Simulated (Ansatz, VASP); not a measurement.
# Cross-check of KBr between VASP and Ansatz

Wanted: the spread between two codes on one cell, functional and k mesh. The cell is taken from a series of VASP runs on this material, whose earlier steps may have relaxed, scaled or displaced it; both programs get it as it stands.

Calculated with Ansatz 0.2.0; plane waves, with VASP 6.6.1 beside it; relaxation of cell and atoms at PBEsol.

**1. The structure**

It takes space group Fm-3m (No. 225, cubic). Conventional cell: a = 6.558 Å, b = 6.558 Å, c = 6.558 Å, α = 90.00°, β = 90.00°, γ = 90.00°. Br has 6 K at 3.28 Å nearest. K has 6 Br at 3.28 Å nearest. Farther neighbours and most contacts between anions are not listed.

**2. Ansatz: relaxation of cell and atoms, PBEsol**

Ansatz runs on its default PAW (the set named soft_2) files.

The relaxed volume is the usual yardstick between codes: its relative difference is about their pressure difference at one cell divided by the bulk modulus.

Contents of input.yaml:

```yaml
crystal:
  lattice:
    - [0.0, 3.2788941758, 3.2788941758]
    - [3.2788941758, 0.0, 3.2788941758]
    - [3.2788941758, 3.2788941758, 0.0]
  atoms:
    - { symbol: Br, position: [0.5, 0.5, 0.5] }
    - { symbol: K, position: [0.0, 0.0, 0.0] }
hamiltonian:
  xc: pbesol
  pseudopotentials: { kind: paw }
kpoints:
  mp_grid: { grid: [6, 6, 6] }
scf:
  occupations: { method: gaussian, width: 0.03 }
relax:
  f_tol: 0.01
  max_steps: 60
  cell: { stress_tol: 0.05 }
output:
  forces: true
  stress: true
  write_density: true
  write_potential: true
  elf: true
  volumetric_format: npy
```

Started as:

```bash
$ ansatz run input.yaml --threads 4 --pin off --max-ram 9216MiB --backend cpu --events-out ev --progress --plain --runs-dir out
```

Numbers of over 12 decimals in the logs are rounded to 6 here.

The program printed:

```text
Engine: ansatz 0.2.0, x86_64-unknown-linux-gnu
Pseudopotentials: kind: paw
Pseudopotential: Br, paw, valence charge 7, recommended cutoff 420 eV (normal), Br.paw.azcp
Pseudopotential: K, paw, valence charge 9, recommended cutoff 420 eV (normal), K.paw.azcp
Functional definition: PBEsol
  exchange = pbesol_x
  correlation = pbesol_c
Crystal: 2 atoms, lattice volume = 70.504 Å³
Basis set: ecut = 420 eV, 1411 PW (Γ), exchange–correlation on 64×64×64 points (8 copies of the dense FFT grid, shifted against one another)
Bands: 12, of which v1, the nominal top of the filled ones, is band 8 counted from 1 (7 counted from 0)
Symmetry: 48 space group operations
Space group: Fm-3m (ITA 225), of the structure as read, at distance tolerance 4.1e-5 Å
k-points: 16 of 216
Non-local potential: Br, projectors of the file, l = 0: 2, l = 1: 2, l = 2: 2
Non-local potential: K, projectors of the file, l = 0: 3, l = 1: 2, l = 2: 2
PAW form: soft (Blöchl's): semilocal exchange-correlation on the pseudo side does not see the compensation charge
PAW frozen core: Br, regenerated for the run's functional, and the local potential with it (the file was generated under x = pbe(κ = 0.804, μ = 0.219515), c = pbe(β = 0.066725))
PAW frozen core: K, regenerated for the run's functional, and the local potential with it (the file was generated under x = pbe(κ = 0.804, μ = 0.219515), c = pbe(β = 0.066725))
PAW one-centre angular grid: Br, 110 points (default); XC on 64 Gauss nodes
PAW one-centre angular grid: K, 110 points (default); XC on 64 Gauss nodes
Initial density: superposition of atomic densities (neutral atoms: chi_scale 0, normalization atom), corrected by the library's trained network
Initial wavefunctions: pseudopotential atomic-orbital guess
Functional: x = pbesol(κ = 0.804, μ = 0.123457), c = pbesol(β = 0.046)
SCF iter   1: F=—  HF=-4255.985317 eV  |F-HF|=—  |Δ(HF+E_count)|=         —  Δρ=2.01e-3  dr2=2.87e-3  ethr=1.77e-3  ⟨swp⟩=6.4  Hψ=1303  notcnv=0
preconditioner: auto → none  [insulator: Δε(μ)=4.306 eV  Ē_g=14.660 eV  σ=0.030 eV  W_gap=1.00  n_scr=14 (ndim 8)  ℏωp=16.5 eV  f_vac=0.051  D(μ)=0.00/eV (n_scr^D=0)  ε∞_Penn≈2.3]
SCF iter   2: F=—  HF=-4255.984172 eV  |F-HF|=—  |Δ(HF+E_count)|=   1.15e-3  Δρ=7.81e-4  dr2=2.73e-4  ethr=1.79e-5  ⟨swp⟩=2.1  Hψ=497  notcnv=0
SCF iter   3: F=—  HF=-4255.984166 eV  |F-HF|=—  |Δ(HF+E_count)|=   6.30e-6  Δρ=2.17e-4  dr2=1.53e-5  ethr=1.71e-6  ⟨swp⟩=2.6  Hψ=296  notcnv=0
SCF iter   4: F=—  HF=-4255.984168 eV  |F-HF|=—  |Δ(HF+E_count)|=   2.13e-6  Δρ=6.31e-5  dr2=5.24e-6  ethr=9.54e-8  ⟨swp⟩=2.0  Hψ=304  notcnv=0
iter 5 did not close the SCF: its close was put off for the readings that it lacked (scf_convergence_deferred on its scf_iter line)
SCF iter   5: F=-4255.984166 eV  HF=-4255.984166 eV  |F-HF|=1.65e-8  |Δ(HF+E_count)|=   1.67e-6  Δρ=7.64e-6  dr2=5.12e-8  ethr=3.28e-8  ⟨swp⟩=2.0  Hψ=244  notcnv=0
SCF iter   6: F=-4255.984166 eV  HF=-4255.984166 eV  |F-HF|=5.04e-9  |Δ(HF+E_count)|=   6.89e-9  Δρ=2.43e-6  dr2=6.24e-9  ethr=3.20e-10  ⟨swp⟩=6.0  Hψ=1120  notcnv=0
SCF 1 converged in 6 iterations: F = -4255.984166 eV  dr2 = 6.24e-9
  greatest PAW one-centre occupation: 0.987 electrons in one spin orbital (limit 2), on the K atom at site 1 (counted from 0), in its partial waves of l = 0
relax step   1: F+E_penalty+E_count = -4255.98416628 eV  Δ(F+E_penalty+E_count) = +0.000e0 eV  max|allowed force component| = 1.078e-29 eV/Å  Δτ_max = 0.0000 Å  P = -0.051 GPa  Ω = 70.504 Å³  (6 SCF iters, dr2 threshold 1.00e-7 eV, accepted)
[...]
relax step   2: F+E_penalty+E_count = -4255.98419900 eV  Δ(F+E_penalty+E_count) = -3.272e-5 eV  max|allowed force component| = 9.696e-31 eV/Å  Δτ_max = 0.0000 Å  P = -0.028 GPa  Ω = 70.394 Å³  energy of the carried Pulay correction = +5.604e-6 eV  (4 SCF iters, dr2 threshold 6.60e-9 eV, accepted)
[...]
relax step   3: F+E_penalty+E_count = -4255.98419679 eV  Δ(F+E_penalty+E_count) = +2.209e-6 eV  max|allowed force component| = 5.210e-30 eV/Å  Δτ_max = 0.0000 Å  P = -0.028 GPa  Ω = 70.394 Å³  stress off target by 2.77e-2 GPa  SCF on the basis re-selected at this cell (its energy is not comparable with the rows above)  (4 SCF iters)
basis re-selected at this cell: Δ(F+E_penalty+E_count) = +2.209e-6 eV, ΔP = -0.000 GPa vs the last step (what re-selecting the basis moved, of the pressure what is left beyond the Pulay correction that the steps carried, after the strain that the cell walked since its last selection, with what the two solves' SCF thresholds leave and, on support functions, any second-order correction that the steps lacked; it is no m [...]
SCF converged after 4 iterations
Free energy (F): -4255.984197 eV
Harris-Foulkes:  -4255.984197 eV  (|F-HF|=9.09e-12)
Internal energy: -4255.984197 eV  (E = F + TS)
E sigma→0 (E₀):  -4255.984197 eV
Fermi energy:    3.288049 eV
--- Per-component energies (eV) ---
  E_band       = -131.685414
  E_kinetic    = 388.055663
  E_local      = -830.433166  (includes V_loc(G=0)·N_el)
  E_nonlocal   = 84.048279
  E_hartree    = 268.029167
  E_xc         = -395.787900
  E_vxc        = -268.484498  (∫ρ·V_xc dr)
  E_paw        = -2964.542586  (= ΣΔE_a)
  E_vpaw       = -40.930081  (= ΣTr[D̂ρ^β])
  E_aug_tail   = -0.000004  (compensation charges beyond the density's cutoff)
  E_ewald      = -805.553806
  E_core_change = 0.200155  (= ΣΔE_core)
  E_smearing   = -0.000000  (= −TS)
  E_closure    = -0.000000  (closes the sum)
  Σ components = -4255.984197   (vs F -4255.984197, Δ=0.00e0)
--- Forces (eV/Å), atoms counted from 1 ---
  atom   1  Br     0.00000000     0.00000000     0.00000000
  atom   2  K     -0.00000000     0.00000000    -0.00000000
  max |Σ_I F_I| component: 9.56e-30 eV/Å
--- Stress (GPa, compression-positive) ---
       -0.027723      -0.000000      -0.000000
       -0.000000      -0.027723      -0.000000
       -0.000000      -0.000000      -0.027723
  P = ⅓ Tr σ = -0.0277 GPa (-0.277 kbar)
--- Band table (eV; the first three rows and the last of 16) ---
  k-point 0: bands = [... 4 lower, -9.9913, 1.1216, 1.1216, 1.1216, 5.4543, 8.6546, 8.6546, 8.6546]
  k-point 1: bands = [... 4 lower, -9.9257, 0.7300, 1.0259, 1.0259, 6.1324, 8.5000, 8.9869, 8.9869]
  k-point 2: bands = [... 4 lower, -9.8051, 0.1243, 0.8471, 0.8471, 7.2339, 8.7802, 9.8741, 9.8741]
  k-point 15: bands = [... 4 lower, -9.9310, 0.3779, 0.6160, 0.6500, 7.6008, 9.0316, 9.3492, 10.3618]
--- Relaxed structure (2 steps of the walk, 2 accepted, 1 SCFs on fresh bases) ---
  F+E_penalty+E_count = -4255.98419679 eV   max|allowed force component| = 5.210e-30 eV/Å   (the final SCF, on the basis selected at the relaxed cell)
  cell:  # Å, volume = 70.3939 Å³
    - [0, 3.277191, 3.277191]
    - [3.277191, 0, 3.277191]
    - [3.277191, 3.277191, 0]
  atoms:
    - { symbol: Br, position: [0.5, 0.5, 0.5] }
    - { symbol: K, position: [0, 0, 0] }
```

Run time: 0.96 s. Hardware: 4 threads of AMD EPYC 7B13 (Zen 3), shared host; peak memory 0.4 GiB; 2.8 s of CPU time.

**3. VASP: relaxation of cell and atoms, PBEsol**

The same cell, functional, mesh and smearing now go to VASP, with its own data sets and cutoff.

Lines of VASP's logs that name or quote its potential files are left out, and so is its time.

Contents of INCAR:

```
SYSTEM = KBr
PREC = Accurate
ENCUT = 450
EDIFF = 1E-06
NELM = 100
ISMEAR = 0
SIGMA = 0.03
LREAL = .FALSE.
ALGO = Normal
GGA = PS
NBANDS = 14
LORBIT = 11
LWAVE = .FALSE.
LCHARG = .FALSE.
KPAR = 4
IBRION = 2
NSW = 50
ISIF = 3
EDIFFG = -0.006
```

Contents of POSCAR:

```
KBr
1.0
    0.0000000000      3.2788941758      3.2788941758
    3.2788941758      0.0000000000      3.2788941758
    3.2788941758      3.2788941758      0.0000000000
Br K
1 1
Direct
    0.5000000000      0.5000000000      0.5000000000
    0.0000000000      0.0000000000      0.0000000000
```

Contents of KPOINTS:

```
Automatic mesh
0
Gamma
6 6 6
0 0 0
```

The projector-augmented-wave data sets are Br and K_sv (PBE family, release 64).

Started as:

```bash
$ mpirun -np 4 vasp_std
```

The program printed:

```text
[banner, memory and clock lines left out]
running    4 mpi-ranks, on    1 nodes
 distrk:  each k-point on    1 cores,    4 groups
 distr:  one band on    1 cores,    1 groups

 POSCAR found type information on POSCAR BrK
 POSCAR found :  2 types and       2 ions
|                                                                             |
|               ----> ADVICE to this user running VASP <----                  |
|                                                                             |
|     You enforced a specific xc type in the INCAR file but a different       |
|     [... a line on the potential file left out ...]
|     I HOPE YOU KNOW WHAT YOU ARE DOING!                                     |
|                                                                             |

 LDA part: xc-table for (Slater+PW92), standard interpolation
 POSCAR, INCAR and KPOINTS ok, starting setup
 FFT: planning ... GRIDC
 FFT: planning ... GRID_SOFT
 FFT: planning ... GRID
 WAVECAR not read
 entering main loop
       N       E                     dE             d eps       ncg     rms          rms(c)
DAV:   1     0.901527909104E+02    0.90153E+02   -0.63926E+03   448   0.898E+02
DAV:   2    -0.107001846785E+01   -0.91223E+02   -0.85139E+02   562   0.221E+02
DAV:   3    -0.643227834829E+01   -0.53623E+01   -0.53357E+01   608   0.492E+01
DAV:   4    -0.662042845647E+01   -0.18815E+00   -0.18810E+00   692   0.812E+00
DAV:   5    -0.662187887871E+01   -0.14504E-02   -0.14504E-02   588   0.794E-01    0.317E+00
DAV:   6    -0.646444823659E+01    0.15743E+00   -0.21906E-01   544   0.240E+00    0.235E+00
DAV:   7    -0.645194118172E+01    0.12507E-01   -0.99804E-02   586   0.175E+00    0.113E+00
DAV:   8    -0.645894958096E+01   -0.70084E-02   -0.11499E-02   540   0.813E-01    0.152E-01
DAV:   9    -0.645925156131E+01   -0.30198E-03   -0.43024E-04   612   0.118E-01    0.860E-02
DAV:  10    -0.645966476975E+01   -0.41321E-03   -0.51088E-04   448   0.130E-01    0.318E-02
DAV:  11    -0.645966517441E+01   -0.40466E-06   -0.13115E-05   668   0.201E-02    0.109E-02
DAV:  12    -0.645966700667E+01   -0.18323E-05   -0.26394E-06   446   0.109E-02    0.431E-03
DAV:  13    -0.645966756085E+01   -0.55418E-06   -0.74312E-07   434   0.513E-03
   1 F= -.64596676E+01 E0= -.64596676E+01  d E =-.645967E+01
 curvature:   0.00 expect dE= 0.000E+00 dE for cont linesearch  0.000E+00
 trial: gam= 0.00000 g(F)=  0.660E-64 g(S)=  0.460E-06 ort = 0.000E+00 (trialstep = 0.100E+01)
 search vector abs. value=  0.460E-06
 reached required accuracy - stopping structural energy minimisation
```

Parts of OUTCAR (step 3):

```text
ion  position               nearest neighbor table
   1  0.500  0.500  0.500-   2 3.28   2 3.28   2 3.28   2 3.28   2 3.28   2 3.28
   2  0.000  0.000  0.000-   1 3.28   1 3.28   1 3.28   1 3.28   1 3.28   1 3.28

  LATTYP: Found a face centered cubic cell.
 ALAT       =     6.5577883516

 Subroutine GETGRP returns: Found 48 space group operations
 (whereof 48 operations were pure point group operations)

The static configuration has the point symmetry O_h .

 Found     16 irreducible k-points:

   k-points           NKPTS =     16   k-points in BZ     NKDIM =     16   number of bands    NBANDS=     14

   dimension x,y,z NGX =    32 NGY =   32 NGZ =   32
   dimension x,y,z NGXF=    64 NGYF=   64 NGZF=   64

   ENCUT  =  450.0 eV  33.07 Ry    5.75 a.u.   8.02  8.02  8.02*2*pi/ulx,y,z

   NELECT =      16.0000    total number of electrons

 k-points in reciprocal lattice and weights: Automatic mesh
   0.00000000  0.00000000  0.00000000       0.005
   0.16666667  0.00000000  0.00000000       0.037
   0.33333333  0.00000000  0.00000000       0.037
   0.50000000  0.00000000  0.00000000       0.019
   0.16666667  0.16666667  0.00000000       0.028
   0.33333333  0.16666667  0.00000000       0.111
   0.50000000  0.16666667  0.00000000       0.111
  -0.33333333  0.16666667  0.00000000       0.111
  -0.16666667  0.16666667  0.00000000       0.056
[...]
-0.33333333  0.33333333  0.16666667       0.111
  -0.33333333  0.50000000  0.16666667       0.056

 average (electrostatic) potential at core
       1 -64.7797       2 -36.5150

 E-fermi :  -1.6169

 k-point     1 :       0.0000    0.0000    0.0000
  band No.  band energies     occupation
    ...
      4     -12.8661      2.00000
      5     -12.8661      2.00000
      6      -1.7501      2.00000
      7      -1.7501      2.00000
      8      -1.7501      2.00000
      9       2.5755      0.00000
     10       5.7789      0.00000
     11       5.7789      0.00000
     12       5.7789      0.00000
     13       6.6305      0.00000
    ...

 k-point     2 :       0.1667    0.0000    0.0000
  band No.  band energies     occupation
    ...
      4     -12.8676      2.00000
      5     -12.8005      2.00000
      6      -2.1415      2.00000
      7      -1.8454      2.00000
      8      -1.8454      2.00000
      9       3.2531      0.00000
     10       5.6249      0.00000
     11       6.1125      0.00000
     12       6.1125      0.00000
     13       7.0024      0.00000
    ...

 k-point     3 :       0.3333    0.0000    0.0000
  band No.  band energies     occupation
    ...
      4     -12.8706      2.00000
      5     -12.6798      2.00000
      6      -2.7466      2.00000
      7      -2.0235      2.00000
      8      -2.0235      2.00000
      9       4.3563      0.00000
     10       5.9038      0.00000
     11       7.0048      0.00000
     12       7.0048      0.00000
     13       7.9352      0.00000
    ...

  Total       -0.0025224     -0.0025224     -0.0025224      0.0000000      0.0000000      0.0000000
  in kB       -0.0573198     -0.0573198     -0.0573198      0.0000000      0.0000000      0.0000000
  external PRESSURE =      -0.0573198 kB  Pullay stress =       0.0000000 kB

  energy-cutoff  :      450.00
  volume of cell :       70.50
      direct lattice vectors                 reciprocal lattice vectors
     0.000000000  3.278894176  3.278894176    -0.152490435  0.152490435  0.152490435
     3.278894176  0.000000000  3.278894176     0.152490435 -0.152490435  0.152490435
     3.278894176  3.278894176  0.000000000     0.152490435  0.152490435 -0.152490435

 POSITION                                       TOTAL-FORCE (eV/Angst)
 -----------------------------------------------------------------------------------
      3.27889      3.27889      3.27889        -0.000000     -0.000000     -0.000000
      0.00000      0.00000      0.00000         0.000000      0.000000      0.000000
 -----------------------------------------------------------------------------------
    total drift:                                0.000000     -0.000000     -0.000000

  FREE ENERGIE OF THE ION-ELECTRON SYSTEM (eV)
  ---------------------------------------------------
  free  energy   TOTEN  =        -6.4596675609 eV

  energy  without entropy=       -6.4596675609  energy(sigma->0) =       -6.45966756

 reached required accuracy - stopping structural energy minimisation

 total charge
# of ion       s       p       d       tot
------------------------------------------
    1        1.592   3.285   0.001   4.878
    2        1.957   5.567   0.026   7.549
--------------------------------------------------
tot          3.548   8.852   0.027  12.427

[... 3 further parts left out ...]
```

CONTCAR:

```
KBr
   1.00000000000000
     0.0000000000000000    3.2788941758000001    3.2788941758000001
     3.2788941758000001    0.0000000000000000    3.2788941758000001
     3.2788941758000001    3.2788941758000001    0.0000000000000000
  Br              K
     1     1
Direct
     0.5000000000000000    0.5000000000000000    0.5000000000000000
     0.0000000000000000    0.0000000000000000    0.0000000000000000
```

**4. Side by side**

Known differences besides the potentials themselves: both relaxations stop at a tolerance, which leaves soft axes loose, and VASP keeps its plane-wave basis; the cutoff is 420 eV in Ansatz and 450 eV in VASP; Ansatz makes its cores anew for this functional, VASP keeps those of its PBE data sets; VASP leaves aspherical gradient terms in its spheres out (LASPH is not set), Ansatz keeps them; Ansatz adds a Pulay correction to the stress that steers its cell, VASP none. Total energies have different zeros and are not compared.

Compared:

| quantity | Ansatz | VASP | difference |
| --- | --- | --- | --- |
| volume (Å³) | 70.39 | 70.50 | -0.16 % |
| edge a after relaxation, in the typed setting (Å) | 4.635 | 4.637 | -0.05 % |

The walks stopped with -0.03 GPa left in Ansatz and -0.01 GPa in VASP; each walk ends within a tolerance, so the volume difference is uncertain by about these residues over the bulk modulus, most in soft cells.

**5. Results**

| Item | Value |
| --- | --- |
| difference in volume (relaxation of cell and atoms, PBEsol) | -0.16 % |

In words: The difference in volume is -0.16 % (relaxation of cell and atoms, PBEsol), within the 1.2 % picked in this series as the mark of a large difference, as far as the stopping tolerances let one tell. How closely two codes agree says nothing of how well the functional describes the real material.

[Lines on the potential files, build, host, timing and source positions are cut from VASP's logs without a mark.]

[Logs are printed without paths, hosts, clocks, repeated set-up lines and the standing remarks that a program may print on its own settings, such as how far it seeks lower states.]

[Hosts, paths, dates, database ids (printed as entryN), source tags and the programs' standing remarks are cut or masked in the printed files.]
